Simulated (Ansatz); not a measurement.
# TiO₂ — 47Ti nuclear quadrupole resonance

Cell: a Materials Project structure (computed, not necessarily an observed phase).

```cif
data_TiO2
_symmetry_space_group_name_H-M 'I4/m'
_symmetry_Int_Tables_number 87
_cell_length_a 10.1949
_cell_length_b 10.1949
_cell_length_c 2.9674
_cell_angle_alpha 90.000
_cell_angle_beta 90.000
_cell_angle_gamma 90.000
loop_
_atom_site_label
_atom_site_type_symbol
_atom_site_symmetry_multiplicity
_atom_site_Wyckoff_symbol
_atom_site_fract_x
_atom_site_fract_y
_atom_site_fract_z
Ti Ti 8 h 0.1726 0.3555 0.0000
O5 O 8 h 0.9590 0.6637 0.5000
O9 O 8 h 0.7910 0.8434 0.0000
```

One atom of each set is listed; the run and its k-mesh use a cell of 12 atoms with edges of 7.36, 7.36, 7.36 Å.

Computed with Ansatz: DFT, r2SCAN, plane waves and PAW (field gradients read without the response of the frozen cores, which leaves them typically 4 to 6 % off), scalar-relativistic, 500 eV cutoff, Γ-centred 8×8×8 k-points, Fermi–Dirac smearing 0.02 eV.

47Ti: I = 5/2, Q = 302.0 mb (year-2017 value). Static lattice, zero field.

(1) At which frequencies do the 47Ti NQR lines lie?

(2) And for ⁴⁹Ti (I = 7/2, Q = 247.0 mb) on Ti?

Answers

(1) For I = 5/2 and η = 0 the lines are 3|C_Q|/20 and twice that; η pulls their ratio below 2. At large η the states mix, and weaker lines appear at sums of the main ones; lines under 5 % of the strongest are left out.

```tsv
site	atoms	V_zz (10²¹ V/m²)	C_Q (MHz)	η	line frequencies (MHz)
Ti	4	2.32	17.0	1.00	4.49, 4.49, 8.98
```

(2) C_Q scales with Q to 13.9 MHz, with lines at 1.87, 2.65, 2.66 MHz.

The run took 93 s of wall time (93 s of CPU time) and 1.1 GiB at its peak, on 1 thread of Intel Xeon Platinum 8259CL CPU @ 2.50GHz (Skylake/Cascade Lake) (x86_64; 16 cores open to the job, memory cap 3.0 GiB, no GPU), a shared host with a load of 0.4 a core.
